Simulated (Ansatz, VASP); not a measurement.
**PtS2 in VASP and in Ansatz**

```
Pt S
1.0
     3.54320    0.00000    0.00000
    -1.77160    3.06850    0.00000
     0.00000    0.00000    5.03880
Pt S
1 2
Direct
  0.00000 0.00000 0.00000
  0.66667 0.33333 0.77300
  0.33333 0.66667 0.22700
```

Alike in both runs: task single point; functional PBE; k mesh 9 × 9 × 5; occupations gaussian, width 0.011 eV; no spin polarisation.

|  | VASP | Ansatz |
| --- | --- | --- |
| version | VASP 6.6.1 | Ansatz 0.2.0 |
| potentials or method | VASP PAW PBE potentials, release 64 (Pt, S) | Ansatz PAW |
| plane-wave cutoff (eV) | 520 | 420 |
| valence electrons in the cell | 22 | 30 |

Ansatz gave:

```
gap on the k mesh at the Fermi level (eV)       : 1.02
least direct gap on the mesh (eV)               : 1.07
pressure (GPa)                                  : 11.6
largest component of the traceless stress (GPa) : 1.17
rms of the force components (eV/Å)              : 0.592
```

What did VASP give for the same quantities?

gap on the k mesh at the Fermi level (eV): 1.03; least direct gap on the mesh (eV): 1.08; pressure (GPa): 11.1; largest component of the traceless stress (GPa): 0.99; rms of the force components (eV/Å): 0.572.

Atom by atom the forces differ by 0.021 eV/Å (rms over components). With one functional, cell and mesh, what is left measures potentials, basis and numerics. The two sets of potentials don't hold the same shells in valence.

Caveats: spin-orbit coupling is left out, which moves the levels of the heavy elements; forces of over 1 eV/Å show positions far from the minimum, so gaps and moduli don't describe the material at rest; an odd mesh through Γ misses points on the zone boundary, where band edges often lie (VASP); odd divisions of the mesh miss points on the zone boundary, where band edges often lie, so the gap on the mesh can be too wide (Ansatz).
